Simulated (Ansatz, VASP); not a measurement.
## Two plane-wave programs on LiF

File INCAR:

```
SYSTEM = LiF
  PREC = Accurate
  ENCUT = 520
  EDIFF = 1E-6
  ISMEAR = 0
  SIGMA = 0.01
  LREAL = .FALSE.
  LASPH = .TRUE.
  NELM = 80
  ALGO = Normal
  ISIF = 2
  LWAVE = .FALSE.
  LCHARG = .FALSE.
  GGA = PS
  NBANDS = 12
```

File KPOINTS:

```
regular mesh
0
G
  6 6 6
  0 0 0
```

Contents of POSCAR:

```
LiF
1.0
    0.0000000000      1.9948717406      1.9948717406
    1.9948717406      0.0000000000      1.9948717406
    1.9948717406      1.9948717406      0.0000000000
Li F
1 1
Direct
    0.0000000000      0.0000000000      0.0000000000
    0.5000000000      0.5000000000      0.5000000000
```

Input for Ansatz:

```yaml
crystal:
  lattice:
    - [0.0, 1.9948717406, 1.9948717406]
    - [1.9948717406, 0.0, 1.9948717406]
    - [1.9948717406, 1.9948717406, 0.0]
  atoms:
    - { symbol: Li, position: [0.0, 0.0, 0.0] }
    - { symbol: F, position: [0.5, 0.5, 0.5] }
kpoints:
  mp_grid: { grid: [6, 6, 6] }
hamiltonian:
  xc: pbesol
scf:
  occupations: { method: fixed }
output:
  optics:
    e_range: [0, 15]
    de: 0.1
    sigma: 0.05
    scissors: 2.5
    scheme: fermi_dirac
    bands: { spectra_wanted_up_to: 15 }
  write_density: true
  write_potential: true
  elf: true
  volumetric_format: npy
```

Alike in both runs: task single point; functional PBEsol; k mesh 6 × 6 × 6; no spin polarisation.

|  | VASP | Ansatz |
| --- | --- | --- |
| version | VASP 6.6.1 | Ansatz 0.2.0 |
| potentials or method | VASP PAW PBE potentials, release 64 (Li_sv, F) | plane waves, PAW |
| plane-wave cutoff (eV) | 520 | 420 |
| occupations | gaussian, width 0.01 eV | fixed |
| valence electrons in the cell | 10 | 10 |

```csv
,VASP,Ansatz,Ansatz less VASP
gap on the k mesh at the Fermi level (eV),9.18,9.17,-0.004
```

Caveats: the k mesh is coarse (spacing up to 0.45 Å⁻¹), so the values aren't converged. Expect the measured gap to be larger: semilocal functionals such as PBEsol lack the derivative discontinuity.
